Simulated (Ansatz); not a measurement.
# CaO: the cost of one run

Computed with Ansatz 0.2.0 (DFT PBE, scalar-relativistic, plane waves, PAW, unless a step's input says otherwise).

### 1 The structure to begin with

It takes space group I4/mmm (No. 139, tetragonal). The conventional cell has a = 3.335 Å, b = 3.335 Å, c = 17.027 Å, α = 90.00°, β = 90.00°, γ = 90.00°. Around Ca (site symmetry 4mm) lie 5 O at 2.36 Å. O (site symmetry 4mm) has 5 Ca at 2.36 Å as nearest neighbours.

Structure file:

```
CELL_PARAMETERS angstrom
-1.66763 1.66763 8.51349
1.66763 -1.66763 8.51349
1.66763 1.66763 -8.51349
ATOMIC_POSITIONS crystal
Ca 0.32040 0.32040 0.00000
Ca 0.67960 0.67960 0.00000
O 0.18182 0.18181 0.00000
O 0.81819 0.81819 0.00000
```

The structure comes from the Materials Project (structure only).

### 2 A change within a subgroup

The change: strain xx, yy, zz, yz, xz, xy = -0.3, -0.3, -0.2, -0.2, +0.2, -1.0 %; atoms moved by 0.25 Å root mean square, at most 0.31 Å.

input.yaml reads:

```yaml
crystal:
  lattice:
    - [-1.6615765413, 1.6615765413, 8.4886210207]
    - [1.695971049, -1.695971049, 8.5020955034]
    - [1.6282238613, 1.662618369, -8.495358262]
  atoms:
    - { symbol: Ca, position: [0.3614370538, 0.3447995485, 0.0690787238] }
    - { symbol: Ca, position: [0.70764167, 0.7242791753, 0.0690787238] }
    - { symbol: O, position: [0.1850191465, 0.1375431561, -0.0690787238] }
    - { symbol: O, position: [0.7459021298, 0.7933781201, -0.0690787238] }
basis:
  ecutwfc: 420
kpoints:
  mp_grid: { grid: [12, 12, 12] }
hamiltonian:
  xc: pbe
scf:
  occupations: { method: gaussian, width: 0.02 }
output:
  forces: true
  stress: true
  eigenvalues: true
```

Started as:

```console
$ ansatz run input.yaml --threads 1 --pin off --max-ram 1331MiB --backend cpu --events-out ev --progress --plain --runs-dir out
```

Q: Estimate wall time and peak memory on 1 thread of an x86-64 CPU, shared host.

About 2.2 min, with a peak of 1 GiB.
